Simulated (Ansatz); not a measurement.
## C: strain and displacement

```
CELL_PARAMETERS angstrom
0.00000 1.78340 1.78340
1.78340 0.00000 1.78340
1.78340 1.78340 0.00000
ATOMIC_POSITIONS crystal
C 0.50000 0.50000 0.50000
C 0.75000 0.75000 0.75000
```

Atom numbers follow the list: C1, C2.

The conventional cell has a = 3.567 Å, b = 3.567 Å, c = 3.567 Å, α = 90.00°, β = 90.00°, γ = 90.00°. Around C (atom 1) lie 4 C at 1.54 Å.

The cell is COD entry 9008564, as deposited and not checked against the literature; nothing was relaxed.

Theory: Ansatz 0.2.0, DFT, PBE, all-electron LAPW, scalar-relativistic.

The runs use a Γ-centred 20×20×20 k mesh, Fermi–Dirac smearing of 0.08 eV, basis error target 0.5 meV/atom, no spin polarisation.

The unchanged cell is at 1.73 GPa.

Semilocal functionals give too small gaps.

x, y and z are the Cartesian axes of the cell as listed; fractional coordinates follow a strain, and an engineering shear is twice the off-diagonal strain component.

(1) One change gave: energy change +3 meV/atom; stress change (xx, yy, zz, yz, xz, xy) 0.16, 0.16, 0.16, 5.74, 5.74, 5.74 GPa, compression positive; change of the force on C2 (0.037, 0.037, 0.037) eV/Å; gap on the k mesh 4.14 → 4.13 eV. Which change was it?
A. equal xy, yz and zx engineering shear strains of -2 %
B. equal xy, yz and zx engineering shear strains of +1 %
C. equal xy, yz and zx engineering shear strains of +2 %
D. equal xy, yz and zx engineering shear strains of -1 %
E. equal xy, yz and zx engineering shear strains of -3 %
F. equal xy, yz and zx engineering shear strains of +3 %

Answers

(1) D. For equal xy, yz and zx engineering shear strains of -3 %: energy change +28 meV/atom; stress change (xx, yy, zz, yz, xz, xy) 1.50, 1.50, 1.50, 17.68, 17.68, 17.68 GPa, compression positive; change of the force on C1 (-0.163, -0.163, -0.163) eV/Å; gap on the k mesh 4.14 → 4.03 eV. For equal xy, yz and zx engineering shear strains of +2 %: energy change +12 meV/atom; stress change (xx, yy, zz, yz, xz, xy) 0.62, 0.62, 0.62, -11.09, -11.09, -11.09 GPa, compression positive; change of the force on C1 (0.029, 0.029, 0.029) eV/Å; gap on the k mesh 4.14 → 4.10 eV. For equal xy, yz and zx engineering shear strains of -2 %: energy change +12 meV/atom; stress change (xx, yy, zz, yz, xz, xy) 0.66, 0.66, 0.66, 11.63, 11.63, 11.63 GPa, compression positive; change of the force on C1 (-0.091, -0.091, -0.091) eV/Å; gap on the k mesh 4.14 → 4.10 eV. For equal xy, yz and zx engineering shear strains of +1 %: energy change +3 meV/atom; stress change (xx, yy, zz, yz, xz, xy) 0.16, 0.16, 0.16, -5.60, -5.60, -5.60 GPa, compression positive; change of the force on C1 (0.022, 0.022, 0.022) eV/Å; gap on the k mesh 4.14 → 4.13 eV. For equal xy, yz and zx engineering shear strains of +3 %: energy change +26 meV/atom; stress change (xx, yy, zz, yz, xz, xy) 1.39, 1.39, 1.39, -16.46, -16.46, -16.46 GPa, compression positive; change of the force on C1 (0.023, 0.023, 0.023) eV/Å; gap on the k mesh 4.14 → 4.03 eV.
